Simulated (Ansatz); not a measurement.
**LiCl: where the heat goes in a short trajectory**

Method: Ansatz, DFT PBE, scalar-relativistic, plane waves, PAW. Cutoff 420 eV, shifted (0.5, 0.5, 0.5 steps) 2×2×2 k-points, Fermi–Dirac smearing of 0.16 eV. The mesh is coarse. No spin polarisation.

16 atoms start on the lattice sites below (V = 359.6 Å³, 1.06 times the source cell's; static pressure -1.43 GPa, largest force component 0.01 eV/Å) with velocities drawn for 1800 K; constant energy, at which the real crystal may have melted, fixed cell, 55 steps of 1.5 fs.

```
Li Cl
1.0
    -4.00186    0.00000    6.48184
    -4.00186    0.00000   -6.48184
     4.00186   -6.93143    0.00000
Li Cl
8 8
Direct
  0.60468 0.72866 0.33333
  0.60468 0.72866 0.83333
  0.10468 0.22866 0.33333
  0.10468 0.22866 0.83333
  0.52134 0.14532 0.16667
  0.52134 0.14532 0.66667
  0.02134 0.64532 0.16667
  0.02134 0.64532 0.66667
  0.41616 0.91717 0.33333
  0.41616 0.91717 0.83333
  0.91616 0.41717 0.33333
  0.91616 0.41717 0.83333
  0.83283 0.83384 0.16667
  0.83283 0.83384 0.66667
  0.33283 0.33384 0.16667
  0.33283 0.33384 0.66667
```

| t (fs) | T (K) | kinetic energy (meV/atom) | potential energy over the first frame (meV/atom) | P with the kinetic part (GPa) |
| --- | --- | --- | --- | --- |
| 0.0 | 1800 | 218.1 | 0.0 | -0.33 |
| 6.0 | 1707 | 206.8 | 11.3 | -0.18 |
| 12.0 | 1460 | 176.9 | 41.3 | 0.18 |
| 18.0 | 1181 | 143.1 | 75.2 | 0.51 |
| 24.0 | 1011 | 122.5 | 95.8 | 0.58 |
| 30.0 | 934 | 113.1 | 105.1 | 0.42 |
| 36.0 | 847 | 102.6 | 115.6 | 0.24 |
| 42.0 | 737 | 89.3 | 128.9 | 0.09 |
| 48.0 | 648 | 78.5 | 139.7 | -0.08 |
| 54.0 | 594 | 72.0 | 146.2 | -0.29 |
| 60.0 | 555 | 67.2 | 151.0 | -0.49 |
| 66.0 | 526 | 63.7 | 154.6 | -0.66 |
| 72.0 | 519 | 62.8 | 155.4 | -0.78 |
| 78.0 | 523 | 63.4 | 154.9 | -0.84 |

T counts 3N − 3 degrees of freedom. Means over every step of the second half, not only the rows shown: T = 573 K, kinetic energy 69.4 meV/atom, potential energy 148.8 meV/atom, P = -0.49 GPa.

Task: Does the potential energy follow equipartition for harmonic vibrations?

Result: In a harmonic crystal each vibration holds as much potential as kinetic energy on average, here 69.4 meV/atom. The run has 148.8, a ratio of 2.14. All modes start in phase at zero potential energy, and slow ones that pass their first turning point in this window can alone give an excess; anharmonic motion or disorder setting in would add to it. At constant energy a start from the lattice sites hands about half of the kinetic energy to the potential, so T should settle near 900 K. So short a run gives a rough mean.

Task: Split the rise of pressure into the kinetic part and the rest. Can a thermal Grüneisen parameter be estimated?

Result: The program counts the kinetic part as N k_B T/V = 0.35 GPa. The pressure lies 0.95 GPa over the static one in all, so the forces add 0.60 GPa. The potential energy lies far over its harmonic share. So short a run, begun with all modes in phase, can do that alone, and strong anharmonicity or disorder would add to it; no γ is drawn.

Cost: 1 run of about 4.4 core-minutes (earlier runs that led there not counted), on Arm Neoverse V2 (shared hosts).